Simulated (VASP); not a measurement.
# Ga (C2/c) in VASP: further runs

The runs below take Ga through single point, with PBE.

All numbers are computed with VASP 6.6.1; they aren't measurements. Logs are shortened: lines on timing, memory, paths and dates and some standing lists are left out, and cuts for length are marked.

## (1) The structure

It takes space group C2/c (No. 15, monoclinic). Conventional cell: a = 2.766 Å, b = 8.053 Å, c = 3.332 Å, α = 90.00°, β = 92.02°, γ = 90.00°. Around Ga (site symmetry 2) lie 8 Ga at 2.69 to 2.92 Å.

This isn't the form of Ga at room conditions, which is orthorhombic.

## (2) Single point, PBE

INCAR reads:

```
PREC = Normal
ENCUT = 450
EDIFF = 1E-6
ISMEAR = 0
SIGMA = 0.15
LREAL = False
LASPH = True
NELM = 100
ALGO = Normal
ISIF = 2
LWAVE = False
LCHARG = False
GGA = PE
NBANDS = 20
ADDGRID = False
```

KPOINTS reads:

```
regular mesh
0
Gamma
  11 11 9
```

POSCAR reads:

```
Ga
1.0
    1.3830000000     -4.0265000000      0.0000000000
    1.3830000000      4.0265000000      0.0000000000
   -0.1174474948      0.0000000000      3.3299294416
Ga
2
Direct
    0.0863460000      0.8268100000      0.7848140000
    0.8777350000      0.1376800000      0.2531650000
```

Potentials or basis: VASP PAW PBE potentials, release 64 (Ga_d).

Command:

```
cat potpaw_PBE.64/Ga_d/POTCAR > POTCAR
mpirun -np 1 vasp_std > vasp.out
```

OUTCAR:

```text
PREC = Normal
   ENCUT = 450
   EDIFF = 1E-6
   ISMEAR = 0
   LREAL = False
   LASPH = True
   NELM = 100
   ISIF = 2
   GGA = PE

 Found    545 irreducible k-points:

 Following reciprocal coordinates:
            Coordinates               Weight
  0.000000  0.000000  0.000000      1.000000
  0.090909 -0.000000  0.000000      2.000000
  0.000000 -0.090909  0.000000      2.000000
  0.181818  0.000000 -0.000000      2.000000
  0.000000 -0.181818  0.000000      2.000000
  0.272727 -0.000000  0.000000      2.000000
   k-points           NKPTS =    545   k-points in BZ     NKDIM =    545   number of bands    NBANDS=     20
   number of dos      NEDOS =    301   number of ions     NIONS =      2
   total plane-waves  NPLWV =  10368
   dimension x,y,z NGX =    24 NGY =   24 NGZ =   18
   dimension x,y,z NGXF=    48 NGYF=   48 NGZF=   36
   ions per type =               2
   NGX,Y,Z   is equivalent  to a cutoff of   9.37,  9.37,  8.98 a.u.
   NGXF,Y,Z  is equivalent  to a cutoff of  18.74, 18.74, 17.96 a.u.
 SYSTEM =  unknown system
   PREC   = normal    normal or accurate (medium, high low for compatibility)
   ISTART =      0    job   : 0-new  1-cont  2-samecut
   ICHARG =      2    charge: 1-file 2-atom 10-const
   ISPIN  =      1    spin polarized calculation?
   LNONCOLLINEAR =      F non collinear calculations
   LSORBIT =      F    spin-orbit coupling
   LASPH  =      T    aspherical Exc in radial PAW
   ENCUT  =  450.0 eV  33.07 Ry    5.75 a.u.   7.36  7.36  5.76*2*pi/ulx,y,z
   NELM   =    100;   NELMIN=  2; NELMDL= -5     # of ELM steps
   EDIFF  = 0.1E-05   stopping-criterion for ELM
[... 8 lines left out ...]
   TEBEG  =    0.0;   TEEND  =   0.0 temperature during run
   PSTRESS=    0.0 pullay stress
   NELECT =      26.0000    total number of electrons
   NUPDOWN=      -1.0000    fix difference up-down
   EMIN   =  10.00;   EMAX   =-10.00  energy-range for DOS
   EFERMI =   0.00;   METHOD = LEGACY
   ISMEAR =     0;   SIGMA  =   0.15  broadening in eV -4-tet -1-fermi 0-gaus
   EFERMI_NEDOS =   21; number of points for ismear=-14 and -15
   IALGO  =     38    algorithm
   IMIX   =      4    mixing-type and parameters
     AMIX     =   0.40;   BMIX     =  1.00
     AMIX_MAG =   1.60;   BMIX_MAG =  1.00
  volume/ion in A,a.u.               =      18.54       125.14
  Fermi-wavevector in a.u.,A,eV,Ry     =   1.454323  2.748273 28.777089  2.115056
  Thomas-Fermi vector in A             =   2.571487
   LORBIT       =      0    0 simple, 1 ext, 2 COOP (PROOUT), +10 PAW based schemes
   GGA     = PE    functional components
   LHFCALC =     F    Hartree Fock is set to
   AEXX    =    0.0000 exact exchange contribution
   IVDW    =     0    specifies the selected vdW correction
   LEPSILON=     F    determine dielectric tensor
   LRPA    =     F    only Hartree local field effects (RPA)
 non-spin polarized calculation
 Gauss-broadening in eV      SIGMA  =   0.15
  energy-cutoff  :      450.00
  volume of cell :       37.09
 maximum number of plane-waves:       825
   NGX = 15   NGY = 15   NGZ = 11

 number of electron      25.9999983 magnetization

 Free energy of the ion-electron system (eV)
  ---------------------------------------------------
  ext. energy  EPLUGINS =         0.00000000
  ---------------------------------------------------
  free energy    TOTEN  =        -5.75150309 eV

  energy without entropy =       -5.74314712  energy(sigma->0) =       -5.74732510

 E-fermi :   5.7211     XC(G=0): -11.0554

 val. band max:        5.7206552227   @ k =  -0.1818  -0.1818   0.2222
 cond. band min:       5.7233408095   @ k =   0.2727   0.0909  -0.3333
 fundamental gap:      0.0026855868
 Fermi energy:         5.7211019722

 k-point     1 :       0.0000    0.0000    0.0000
  band No.  band energies     occupation
      1      -9.5283      2.00000
      2      -9.4998      2.00000
      3      -9.4608      2.00000
      4      -9.4402      2.00000
      5      -9.1829      2.00000
      6      -9.1624      2.00000
[... 12 lines left out ...]
     19      16.5341      0.00000
     20      18.7133      0.00000

 k-point     2 :       0.0909   -0.0000    0.0000
  band No.  band energies     occupation
      1      -9.5209      2.00000
      2      -9.4879      2.00000
      3      -9.4458      2.00000
      4      -9.4092      2.00000
      5      -9.1942      2.00000
      6      -9.1829      2.00000
[... 12 lines left out ...]
     19      16.7127      0.00000
     20      19.5489      0.00000

 k-point     3 :       0.0000   -0.0909    0.0000
  band No.  band energies     occupation
      1      -9.5180      2.00000
      2      -9.4860      2.00000
      3      -9.4436      2.00000
      4      -9.4099      2.00000
      5      -9.1958      2.00000
      6      -9.1784      2.00000
[... 12 lines left out ...]
     19      16.7871      0.00000
     20      19.5636      0.00000

 k-point     4 :       0.1818    0.0000   -0.0000
  band No.  band energies     occupation
      1      -9.5047      2.00000
      2      -9.4612      2.00000
      3      -9.4059      2.00000
      4      -9.3325      2.00000
      5      -9.2322      2.00000
      6      -9.2180      2.00000
[... 12 lines left out ...]
     19      16.8735      0.00000
     20      20.4624      0.00000

 k-point     5 :       0.0000   -0.1818    0.0000
  band No.  band energies     occupation
      1      -9.4931      2.00000
      2      -9.4528      2.00000
      3      -9.3964      2.00000
      4      -9.3322      2.00000
      5      -9.2282      2.00000
      6      -9.2180      2.00000
[... 12 lines left out ...]
     19      16.9555      0.00000
     20      20.5149      0.00000

 k-point     6 :       0.2727   -0.0000    0.0000
  band No.  band energies     occupation
      1      -9.4882      2.00000
      2      -9.4332      2.00000
      3      -9.3656      2.00000
      4      -9.3218      2.00000
      5      -9.2843      2.00000
      6      -9.1919      2.00000
[... 12 lines left out ...]
     19      17.1054      0.00000
     20      20.0029      0.00000

 [... further k-points ...]

------------------------ aborting loop because EDIFF is reached ----------------------------------------

  FORCE on cell =-STRESS in cart. coord.  units (eV):
  Direction    XX          YY          ZZ          XY          YZ          ZX
  --------------------------------------------------------------------------------------
  -------------------------------------------------------------------------------------
  Total        0.3022192      0.5812008      0.5808414      0.0088685      0.1509987      0.0492281
  in kB       13.0562294     25.1085623     25.0930370      0.3831287      6.5233217      2.1267131
  external PRESSURE =      21.0859429 kB  Pullay stress =       0.0000000 kB

 VOLUME and BASIS-vectors are now :
 -----------------------------------------------------------------------------
  energy-cutoff  :      450.00
  volume of cell :       37.09
      direct lattice vectors                 reciprocal lattice vectors
     1.383000000 -4.026500000  0.000000000     0.361532899 -0.124177325  0.012751361
     1.383000000  4.026500000  0.000000000     0.361532899  0.124177325  0.012751361
    -0.117447495  0.000000000  3.329929442     0.000000000  0.000000000  0.300306663

 POSITION                                       TOTAL-FORCE (eV/Angst)
 -----------------------------------------------------------------------------------
      1.17072      2.98148      2.61338         0.004687     -0.295794     -0.210878
      1.37459     -2.97983      0.84302        -0.004687      0.295794      0.210878
 -----------------------------------------------------------------------------------
    total drift:                               -0.000087     -0.000072      0.001159

  FREE ENERGIE OF THE ION-ELECTRON SYSTEM (eV)
  ---------------------------------------------------
  free  energy   TOTEN  =        -5.7515030864 eV

  energy  without entropy=       -5.7431471194  energy(sigma->0) =       -5.74732510
```

Run time: 2.1 min. Hardware: 1 thread of Intel Xeon Platinum 8259CL at 2.50GHz (Skylake/Cascade Lake), shared host; peak memory 0.34 GiB.

The run converged, but some of its settings lie outside the range that counts as converged, so its numbers aren't taken as properties of the crystal.

What came out:

```
Free energy            : -5.7515 eV
Pressure               : 2.1 GPa
Largest force          : 0.363 eV/Å
Band gap on the k mesh : none (metal or under the smearing width)
```

## (3) Single point, PBE

Changes to INCAR since step 2:

```diff
@@ -1,2 +1,2 @@
-PREC = Normal
+PREC = Accurate
 ENCUT = 450
@@ -5,3 +5,3 @@
 SIGMA = 0.15
-LREAL = False
+LREAL = Auto
 LASPH = True
```

KPOINTS is that of step 2.

POSCAR reads:

```
Ga
1.0
    1.3830000000     -4.0265000000      0.0000000000
    1.3830000000      4.0265000000      0.0000000000
   -0.1174474948      0.0000000000      3.3299294416
Ga
2
Direct
    0.1310000000      0.8690000000      0.7500000000
    0.8690000000      0.1310000000      0.2500000000
```

Potentials or basis: VASP PAW PBE potentials, release 64 (Ga_d).

Command:

```
cat potpaw_PBE.64/Ga_d/POTCAR > POTCAR
mpirun -np 1 vasp_std > vasp.out
```

Run time: 6 min. Hardware: 1 thread of Intel Xeon Platinum 8259CL at 2.50GHz (Skylake/Cascade Lake), shared host; peak memory 0.22 GiB.

The run converged, but some of its settings lie outside the range that counts as converged, so its numbers aren't taken as properties of the crystal.

Results:

- Free energy: -5.7690 eV
- Pressure: 1.7 GPa
- Largest force: 0.229 eV/Å
- Band gap on the k mesh: none (metal or under the smearing width)

## (4) Single point, PBE

INCAR is that of step 3.

KPOINTS is that of step 3.

POSCAR reads:

```
Ga
1.0
    1.3830000000     -4.0265000000      0.0000000000
    1.3830000000      4.0265000000      0.0000000000
   -0.1174474948      0.0000000000      3.3299294416
Ga
2
Direct
    0.0863460000      0.8268100000      0.7848140000
    0.8777350000      0.1376800000      0.2531650000
```

Potentials or basis: VASP PAW PBE potentials, release 64 (Ga_d).

Command:

```
cat potpaw_PBE.64/Ga_d/POTCAR > POTCAR
mpirun -np 1 vasp_std > vasp.out
```

OUTCAR:

```text
PREC = Accurate
   ENCUT = 450
   EDIFF = 1E-6
   ISMEAR = 0
   LREAL = Auto
   LASPH = True
   NELM = 100
   ISIF = 2
   GGA = PE

 Found    545 irreducible k-points:

 Following reciprocal coordinates:
            Coordinates               Weight
  0.000000  0.000000  0.000000      1.000000
  0.090909 -0.000000  0.000000      2.000000
  0.000000 -0.090909  0.000000      2.000000
  0.181818  0.000000 -0.000000      2.000000
  0.000000 -0.181818  0.000000      2.000000
[... 213 lines left out ...]

 [... further k-points ...]

------------------------ aborting loop because EDIFF is reached ----------------------------------------

  FORCE on cell =-STRESS in cart. coord.  units (eV):
  Direction    XX          YY          ZZ          XY          YZ          ZX
  --------------------------------------------------------------------------------------
  -------------------------------------------------------------------------------------
  Total        0.3012341      0.5781864      0.5823691      0.0091775      0.1504607      0.0492834
  in kB       13.0136702     24.9783366     25.1590349      0.3964786      6.5000804      2.1291025
  external PRESSURE =      21.0503472 kB  Pullay stress =       0.0000000 kB

 VOLUME and BASIS-vectors are now :
 -----------------------------------------------------------------------------
  energy-cutoff  :      450.00
  volume of cell :       37.09
      direct lattice vectors                 reciprocal lattice vectors
     1.383000000 -4.026500000  0.000000000     0.361532899 -0.124177325  0.012751361
     1.383000000  4.026500000  0.000000000     0.361532899  0.124177325  0.012751361
    -0.117447495  0.000000000  3.329929442     0.000000000  0.000000000  0.300306663

 POSITION                                       TOTAL-FORCE (eV/Angst)
 -----------------------------------------------------------------------------------
      1.17072      2.98148      2.61338         0.004530     -0.296227     -0.211671
      1.37459     -2.97983      0.84302        -0.004530      0.296227      0.211671
 -----------------------------------------------------------------------------------
    total drift:                               -0.000011      0.000020     -0.000000

  FREE ENERGIE OF THE ION-ELECTRON SYSTEM (eV)
  ---------------------------------------------------
  free  energy   TOTEN  =        -5.7528021693 eV

  energy  without entropy=       -5.7444463290  energy(sigma->0) =       -5.74862425
```

Wall time 12 min (1 thread of Intel Xeon Platinum 8259CL at 2.50GHz (Skylake/Cascade Lake), shared host); peak memory 0.31 GiB.

These settings aren't checked as converged: the numbers below hold their error.

Results:

```yaml
Free_energy: -5.7528 eV
Pressure: 2.1 GPa
Largest_force: 0.364 eV/Å
Band_gap_on_the_k_mesh: none (metal or under the smearing width)
```

## (5) For comparison

An earlier run on the cell as given: functional PBE; potentials or basis VASP PAW PBE potentials, release 64 (Ga_d); cutoff 520 eV; k mesh 10 × 10 × 8; occupations fermi-dirac, width 0.05 eV; no spin polarisation.

* Pressure: 1.8 GPa
* Largest force: 0.203 eV/Å
* Band gap on the k mesh: none (metal or under the smearing width)
